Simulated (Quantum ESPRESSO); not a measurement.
**Au: equation of state with r2SCAN+rVV10**

**The experiment to reproduce.**

From “Exploring toroidal anvil profiles for larger sample volumes above 4 Mbar”, 2024, pmc:11102561, for a bulk crystal of Au: bulk modulus 167 GPa.

The system is Au.

```
Au
1.0
     0.00000    2.03500    2.03500
     2.03500    0.00000    2.03500
     2.03500    2.03500    0.00000
Au
1
Direct
  0.00000 0.00000 0.00000
```

* Program: Quantum ESPRESSO 7.5
* Task: equation of state
* Functional: r2SCAN
* Dispersion: rVV10
* Potentials or basis: SG15 PBE 1.2
* Cutoff: 952 eV
* Density cutoff: 3810 eV
* k mesh: 8 × 8 × 8
* Occupations: fermi-dirac, width 0.05 eV
* Spin: no spin polarisation
* Symmetry: off
* Mixing beta: 0.5
* Most SCF iterations: 120
* SCF threshold: 1e-08 Ry

The equilibrium volume is 17.40 Å³/atom. The bulk modulus is 164 GPa. The pressure derivative of the bulk modulus is 5.8.

Energy against volume, from the lowest point:
| volume (Å³/atom) | energy (meV/atom) |
| --- | --- |
| 15.843 | 87.55 |
| 16.181 | 51.08 |
| 16.518 | 25.31 |
| 16.855 | 8.95 |
| 17.192 | 0.85 |
| 17.529 | 0.00 |
| 17.866 | 5.51 |

All runs of the series together: 7.6 min on 2 threads of Arm Neoverse V2, with other jobs on the host.

A measured bulk modulus of Au is 167 GPa (quoted in “Exploring toroidal anvil profiles for larger sample volumes above 4 Mbar”, 2024, pmc:11102561); the calculated 164 GPa misses it by -1.9 %. The fit is for a static lattice scaled at fixed shape and fixed fractional positions.

Caveat: the k mesh is coarse; the potentials were made for another functional, which shifts forces and pressure; rVV10's parameter b was fitted to another functional. Spin-orbit coupling is left out, which matters for the levels of Au.
